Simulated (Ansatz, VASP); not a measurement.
**Mo in VASP and in Ansatz**

File POSCAR:

```
Mo
1.0
   -1.5838089700      1.5838089700      1.5838089700
    1.5838089700     -1.5838089700      1.5838089700
    1.5838089700      1.5838089700     -1.5838089700
Mo
1
Direct
    0.0000000000      0.0000000000      0.0000000000
```

The input INCAR.step1:

```
ALGO = Normal
EDIFF = 1E-4
ENCUT = 520
GGA = PE
ISMEAR = 0
LASPH = T
LCHARG = F
LREAL = F
LWAVE = T
NBANDS = 13
NELM = 80
PREC = Accurate
SIGMA = 0.1
```

INCAR.step2

```
ALGO = Normal
BPARAM = 11.95
CPARAM = 0.0093
EDIFF = 1E-7
ENCUT = 520
ISIF = 2
ISMEAR = 0
ISTART = 1
IVDW_NL = 2
LASPH = T
LCHARG = T
LELF = T
LMIXTAU = T
LREAL = F
LUSE_VDW = T
LVHAR = T
LWAVE = F
METAGGA = R2SCAN
NBANDS = 13
NELM = 80
PREC = Accurate
SIGMA = 0.1
```

KPOINTS

```
k-points
0
Gamma
  8 8 8
```

Input for Ansatz:

```yaml
crystal:
  lattice:
    - [-1.58380897, 1.58380897, 1.58380897]
    - [1.58380897, -1.58380897, 1.58380897]
    - [1.58380897, 1.58380897, -1.58380897]
  atoms:
    - { symbol: Mo, position: [0.0, 0.0, 0.0] }
basis:
  ecutwfc: 500
kpoints:
  mp_grid: { grid: [8, 8, 8] }
hamiltonian:
  xc: r2scan
  dispersion: rvv10
  pseudopotentials: { kind: paw, azcp: { folder: soft_1 } }
scf:
  occupations: { method: gaussian, width: 0.1 }
output:
  forces: true
  stress: true
  eigenvalues: true
```

Alike in both runs: task single point; functional r2SCAN; dispersion rVV10; k mesh 8 × 8 × 8; occupations gaussian, width 0.1 eV; no spin polarisation.

```csv
,VASP,Ansatz
version,VASP 6.6.1,Ansatz 0.2.0
potentials or method,"VASP PAW PBE potentials, release 64 (Mo_sv)","scalar-relativistic, plane waves, PAW"
plane-wave cutoff (eV),520,500
valence electrons in the cell,14,14
```

```csv
,VASP,Ansatz,Ansatz less VASP
gap on the k mesh at the Fermi level (eV),none,none,-
pressure (GPa),-3.6,-4.9,-1.30
```

A gap of «none» marks a metal or a gap that the smearing closes.

Caveats: the PAW data sets were made with another functional, which shifts forces and pressure a little (VASP).
